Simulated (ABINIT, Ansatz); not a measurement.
Planning a run of Ansatz 0.2.0 on CdSe (Cadmoselite). The input:

```yaml
crystal:
  lattice:
    - [4.3, 0.0, 0.0]
    - [-2.15, 3.7239092363, 0.0]
    - [0.0, 0.0, 7.02]
  atoms:
    - { symbol: Cd, position: [0.3333333333, 0.6666666667, 0.0] }
    - { symbol: Cd, position: [0.6666666667, 0.3333333333, 0.5] }
    - { symbol: Se, position: [0.3333333333, 0.6666666667, 0.385] }
    - { symbol: Se, position: [0.6666666667, 0.3333333333, 0.885] }
kpoints:
  mp_grid: { grid: [3, 3, 2] }
hamiltonian:
  xc: pbe
  pseudopotentials: { kind: nc, accuracy: stringent }
scf:
  occupations: { method: fixed }
gw:
  n_empty_bands: 136
  ecut_chi: 141.5
  qp_bands: [v2, c2]
  qp_kpoints: [[0.0, 0.0, 0.0]]
  screening: { model: contour_deformation }
  pair_densities: pseudo
basis:
  ecutwfc: 1306.15
```

The database entry behind the starting cell differs from later determinations by our own check (inner coordinate of an old entry), so it need not match the best structure at ambient conditions.

```sh
ansatz run input.yaml --threads 4 --pin off --max-ram 14745MiB --backend cpu --events-out ev --progress --plain --runs-dir out
```

**Question.** Estimate wall time and host memory on 4 threads of Intel Xeon Platinum 8375C at 2.90GHz (Ice Lake), shared host.

It took 34 s; on shared hardware allow 17 s to 68 s. Peak host memory was 2.2 GiB. The sizes that set the cost: 12065 plane waves a state, 6 irreducible k points, 403 plane waves in the screening and 8 SCF cycles.

The screening grows as filled bands × empty bands × pairs of k points, times the square of the screening basis for the matrix.

[Paths, hosts, dates, memory and timing lines, banners, echoed tables and standing remarks are left out of the program output.]

[Logs are printed without paths, hosts, clocks, repeated set-up lines and the standing remarks that a program may print on its own settings, such as how far it seeks lower states.]

[Runs of the session that timed out or met a known fault of the program may be left out.]

[Hosts, paths, dates, database ids (printed as entryN), source tags and the programs' standing remarks are cut or masked in the printed files.]

[G0W0 gaps are taken among the corrected bands and points alone; a level outside them can change the order at an edge.]

[Where Ansatz stands beside ABINIT at settings called matched, ABINIT's density can come from a denser mesh and the files from another edition; pairs whose starting gaps differed by over 0.03 eV were left out, so agreement reads better than it is.]
